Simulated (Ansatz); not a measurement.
W across functionals

```
W
1.0
    -1.59730    1.59730    1.59730
     1.59730   -1.59730    1.59730
     1.59730    1.59730   -1.59730
W
1
Direct
  0.00000 0.00000 0.00000
```

Conventional cell: a = 3.195 Å, b = 3.195 Å, c = 3.195 Å, α = 90.00°, β = 90.00°, γ = 90.00°. W (atom 1) is surrounded by 8 W at 2.77 Å.

The structure is an experimental refinement, used without relaxation. It was measured hot, at 2171 K.

No spin–orbit coupling, which matters for the heavy atoms here.

One fixed cell is solved with several functionals by PAW (frozen-core files) in Ansatz 0.2.0, scalar-relativistically. A positive pressure means that the functional wants a larger cell.

The PAW files were made with PBE; their cores are remade for each functional.

Numerical set-up: a Γ-centred 14×14×14 k mesh, Fermi–Dirac smearing of 0.03 eV, cutoff 420 eV, no spin polarisation.

Cutoffs: PBE 420 eV, LDA 420 eV, PBEsol 420 eV, r²SCAN 500 eV.

(1) One of the runs gave P (GPa) = -10.95, lowest level at Γ above −25 eV, from the valence-band top or, without a gap, the Fermi level (eV) = -9.57. Which setting was it?
A. r²SCAN
B. LDA
C. PBEsol
D. PBE

Results:

(1) C. The full set:
```csv
setting,P (GPa),"lowest level at Γ above −25 eV, from the valence-band top or, without a gap, the Fermi level (eV)"
PBE,-2.59,-9.56
LDA,-16.42,-9.53
PBEsol,-10.95,-9.57
r²SCAN,-7.11,-10.05
```
